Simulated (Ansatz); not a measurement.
Molecular dynamics of Sc$_{12}$H

Input:

```yaml
accuracy: low
crystal:
  lattice:
    - [6.62, 0.0, 0.0]
    - [-4.965, 8.599632, 0.0]
    - [0.0, 0.0, 5.27614]
  atoms:
    - { symbol: Sc, position: [-0.00517933, 0.0265464, 0.07575978] }
    - { symbol: Sc, position: [0.15453913, 0.21596587, 0.51645721] }
    - { symbol: Sc, position: [-0.04718875, 0.34842665, -0.06968752] }
    - { symbol: Sc, position: [0.14396745, 0.54625255, 0.49227245] }
    - { symbol: Sc, position: [0.00147379, 0.68960146, -0.00500337] }
    - { symbol: Sc, position: [0.20217932, 0.88422413, 0.50379616] }
    - { symbol: Sc, position: [0.45504357, 0.04774053, -0.03096322] }
    - { symbol: Sc, position: [0.66213631, 0.23219206, 0.45087841] }
    - { symbol: Sc, position: [0.45144035, 0.35977711, -0.01134563] }
    - { symbol: Sc, position: [0.70858552, 0.58100292, 0.51127693] }
    - { symbol: Sc, position: [0.43883959, 0.65097819, -0.0034373] }
    - { symbol: Sc, position: [0.684946, 0.89276212, 0.53773941] }
    - { symbol: H, position: [0.56538937, 0.01388406, 0.62706264] }
basis:
  ecutwfc: 420.0
kpoints:
  mp_grid: { grid: [3, 2, 3] }
hamiltonian:
  xc: pbe
scf:
  occupations: { method: fermi_dirac, width: 0.05 }
  lower_state_search: "off"
md:
  timestep: 0.75
  n_steps: 280
  ensemble: nve
  temperature: 1680.0
  initial_velocities: maxwell_boltzmann
  seed: 10625
```

Command:

```bash
$ ansatz run input.yaml --threads 2 --pin off --max-ram 5120MiB --backend cpu --events-out ev --progress --plain --runs-dir out
```

It goes on from the last frame of an earlier run, with new velocities.

Output, in part (step lines):

```
md step     0: t =     0.00 fs  T =  1680.0 K  F+E_penalty+E_count = -25644.51670866 eV  E_kin = 2.605882 eV  conserved = -25641.91082708 eV  (9 SCF iters)
md step     1: t =     0.75 fs  T =  1700.4 K  F+E_penalty+E_count = -25644.54883722 eV  E_kin = 2.637460 eV  conserved = -25641.91137691 eV  (7 SCF iters)
md step     2: t =     1.50 fs  T =  1717.6 K  F+E_penalty+E_count = -25644.57596745 eV  E_kin = 2.664174 eV  conserved = -25641.91179358 eV  (7 SCF iters)
md step     3: t =     2.25 fs  T =  1727.5 K  F+E_penalty+E_count = -25644.59156984 eV  E_kin = 2.679603 eV  conserved = -25641.91196686 eV  (7 SCF iters)
md step     4: t =     3.00 fs  T =  1728.3 K  F+E_penalty+E_count = -25644.59274553 eV  E_kin = 2.680871 eV  conserved = -25641.91187434 eV  (7 SCF iters)
md step     5: t =     3.75 fs  T =  1720.7 K  F+E_penalty+E_count = -25644.58063657 eV  E_kin = 2.669071 eV  conserved = -25641.91156563 eV  (4 SCF iters)
md step     6: t =     4.50 fs  T =  1707.5 K  F+E_penalty+E_count = -25644.55971267 eV  E_kin = 2.648572 eV  conserved = -25641.91114068 eV  (4 SCF iters)
md step     7: t =     5.25 fs  T =  1692.7 K  F+E_penalty+E_count = -25644.53625700 eV  E_kin = 2.625531 eV  conserved = -25641.91072576 eV  (4 SCF iters)
[... lines left out ...]
md step   279: t =   209.25 fs  T =  1674.9 K  F+E_penalty+E_count = -25644.50930782 eV  E_kin = 2.597905 eV  conserved = -25641.91140266 eV  (5 SCF iters)
md step   280: t =   210.00 fs  T =  1648.4 K  F+E_penalty+E_count = -25644.46782214 eV  E_kin = 2.556925 eV  conserved = -25641.91089671 eV  (7 SCF iters)
```

The steps, from the saved trajectory:

```json
{"time (fs)": "0", "T (K)": "1680", "potential energy less start (eV)": "0.000", "conserved less start (meV/atom)": "0.00"}
{"time (fs)": "6.75", "T (K)": "1672", "potential energy less start (eV)": "0.012", "conserved less start (meV/atom)": "0.04"}
{"time (fs)": "13.5", "T (K)": "1718", "potential energy less start (eV)": "-0.059", "conserved less start (meV/atom)": "0.01"}
{"time (fs)": "20.25", "T (K)": "1594", "potential energy less start (eV)": "0.133", "conserved less start (meV/atom)": "-0.02"}
{"time (fs)": "27", "T (K)": "1391", "potential energy less start (eV)": "0.448", "conserved less start (meV/atom)": "0.00"}
{"time (fs)": "33.75", "T (K)": "1304", "potential energy less start (eV)": "0.583", "conserved less start (meV/atom)": "-0.02"}
{"time (fs)": "40.5", "T (K)": "1272", "potential energy less start (eV)": "0.633", "conserved less start (meV/atom)": "0.00"}
{"time (fs)": "47.25", "T (K)": "1260", "potential energy less start (eV)": "0.651", "conserved less start (meV/atom)": "0.01"}
{"time (fs)": "54", "T (K)": "1337", "potential energy less start (eV)": "0.532", "conserved less start (meV/atom)": "-0.04"}
{"time (fs)": "60.75", "T (K)": "1390", "potential energy less start (eV)": "0.450", "conserved less start (meV/atom)": "0.06"}
{"time (fs)": "67.5", "T (K)": "1597", "potential energy less start (eV)": "0.128", "conserved less start (meV/atom)": "-0.05"}
{"time (fs)": "74.25", "T (K)": "1602", "potential energy less start (eV)": "0.120", "conserved less start (meV/atom)": "-0.02"}
{"time (fs)": "81", "T (K)": "1586", "potential energy less start (eV)": "0.147", "conserved less start (meV/atom)": "0.06"}
{"time (fs)": "87.75", "T (K)": "1757", "potential energy less start (eV)": "-0.121", "conserved less start (meV/atom)": "-0.02"}
{"time (fs)": "94.5", "T (K)": "1705", "potential energy less start (eV)": "-0.038", "conserved less start (meV/atom)": "-0.02"}
{"time (fs)": "101.25", "T (K)": "1584", "potential energy less start (eV)": "0.149", "conserved less start (meV/atom)": "0.04"}
{"time (fs)": "108", "T (K)": "1622", "potential energy less start (eV)": "0.091", "conserved less start (meV/atom)": "0.01"}
{"time (fs)": "114.75", "T (K)": "1563", "potential energy less start (eV)": "0.181", "conserved less start (meV/atom)": "-0.06"}
{"time (fs)": "121.5", "T (K)": "1313", "potential energy less start (eV)": "0.571", "conserved less start (meV/atom)": "0.05"}
{"time (fs)": "128.25", "T (K)": "1307", "potential energy less start (eV)": "0.578", "conserved less start (meV/atom)": "-0.07"}
{"time (fs)": "135", "T (K)": "1051", "potential energy less start (eV)": "0.975", "conserved less start (meV/atom)": "-0.04"}
{"time (fs)": "141.75", "T (K)": "955", "potential energy less start (eV)": "1.126", "conserved less start (meV/atom)": "0.04"}
{"time (fs)": "148.5", "T (K)": "1018", "potential energy less start (eV)": "1.026", "conserved less start (meV/atom)": "-0.06"}
{"time (fs)": "155.25", "T (K)": "940", "potential energy less start (eV)": "1.147", "conserved less start (meV/atom)": "-0.04"}
{"time (fs)": "162", "T (K)": "1019", "potential energy less start (eV)": "1.026", "conserved less start (meV/atom)": "-0.03"}
{"time (fs)": "168.75", "T (K)": "1211", "potential energy less start (eV)": "0.726", "conserved less start (meV/atom)": "-0.04"}
{"time (fs)": "175.5", "T (K)": "1353", "potential energy less start (eV)": "0.507", "conserved less start (meV/atom)": "-0.06"}
{"time (fs)": "182.25", "T (K)": "1463", "potential energy less start (eV)": "0.336", "conserved less start (meV/atom)": "-0.09"}
{"time (fs)": "189", "T (K)": "1613", "potential energy less start (eV)": "0.103", "conserved less start (meV/atom)": "-0.06"}
{"time (fs)": "195.75", "T (K)": "1521", "potential energy less start (eV)": "0.248", "conserved less start (meV/atom)": "0.05"}
{"time (fs)": "202.5", "T (K)": "1607", "potential energy less start (eV)": "0.113", "conserved less start (meV/atom)": "0.00"}
{"time (fs)": "209.25", "T (K)": "1675", "potential energy less start (eV)": "0.007", "conserved less start (meV/atom)": "-0.04"}
```

The run went to its last step. The conserved energy stayed within 0.13 meV per atom of its start (net change -0.0054 meV per atom), so the integration is sound. A run of 0.21 ps of so small a system gives no equilibrium averages. Limits of this set-up: coarse k mesh, odd electron count without spin, a small cell, in which the defect meets its images, a typed lattice constant that wasn't relaxed here, low accuracy level.

Mean squared displacements from the first frame to the last, about the centre of mass: Sc 0.29 Å², H 0.27 Å².

Last frame:

```xyz
13
Lattice="6.6200 0.0000 0.0000 -4.9650 8.5996 0.0000 0.0000 0.0000 5.2761" Properties=species:S:1:pos:R:3
Sc -0.064 0.100 -0.174
Sc -0.062 2.352 2.596
Sc -1.795 2.961 -0.050
Sc -1.955 4.949 2.561
Sc -3.435 5.700 0.064
Sc -3.438 7.726 2.391
Sc 3.105 -0.186 -0.242
Sc 2.937 2.393 2.705
Sc 1.911 2.841 0.232
Sc 1.310 4.716 2.743
Sc 0.057 5.695 0.272
Sc -0.254 7.841 2.566
H 3.226 0.102 3.043
```

Run time: 25 min on 2 threads of Intel(R) Xeon(R) Platinum 8488C (Sapphire Rapids) (shared host), peak memory 0.96 GiB.
